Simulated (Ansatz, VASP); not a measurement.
## Two plane-wave programs on Si

```
CELL_PARAMETERS angstrom
0.00000 2.70166 2.70166
2.70166 0.00000 2.70166
2.70166 2.70166 0.00000
ATOMIC_POSITIONS crystal
Si 0.50000 0.50000 0.50000
Si 0.75000 0.75000 0.75000
```

Alike in both runs: task single point; functional LDA; k mesh 10 × 10 × 10; no spin polarisation.

|  | VASP | Ansatz |
| --- | --- | --- |
| version | VASP 6.6.1 | Ansatz 0.2.0 |
| potentials or method | VASP PAW LDA potentials, release 64 (Si) | plane waves (420 eV) with PAW, scalar-relativistic |
| plane-wave cutoff (eV) | 520 | 420 |
| occupations | methfessel-paxton of order 1, width 0.3 eV | cold, width 0.3 eV |
| valence electrons in the cell | 8 | 8 |

VASP gave:

| Property | Result |
| --- | --- |
| pressure (GPa) | 0.0 |

Q: Estimate Ansatz's values.

A: Pressure (GPa): -0.1.

Ansatz warned: «pseudo_functional_mismatch».
